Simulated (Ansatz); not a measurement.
## Ge (P6_3/mmc), zone-centre modes

The calculation used Ansatz 0.2.0, DFT PBE, scalar-relativistic, plane waves, PAW. The runs took a 420 eV cutoff, a Γ-centred 12×12×8 mesh and Gaussian smearing (0.15 eV). No spin polarisation.

The undisturbed cell (relaxed at this level; this form isn't the usual structure):

```
CELL_PARAMETERS angstrom
4.05816 0.00000 0.00000
-2.02908 3.51447 0.00000
0.00000 0.00000 6.69253
ATOMIC_POSITIONS crystal
Ge 0.66667 0.33333 0.06279
Ge 0.33333 0.66667 0.56279
Ge 0.66667 0.33333 0.43721
Ge 0.33333 0.66667 0.93721
```

Harmonic modes by finite displacements of 0.02 Å, without the LO–TO term.

Problem. At this geometry, is the structure stable against these modes?

Solution. Yes: no mode is imaginary beyond 10 cm⁻¹, and only the three translations lie near zero.

Problem. List the wavenumbers in cm⁻¹.

Solution. 0, 0, 0, 53, 53, 207, 223, 261, 261, 277, 277, 278.

Cost: 1 run of about 5.3 core-minutes, on Intel Xeon Processor @ 2.50GHz (Skylake/Cascade Lake) (shared hosts).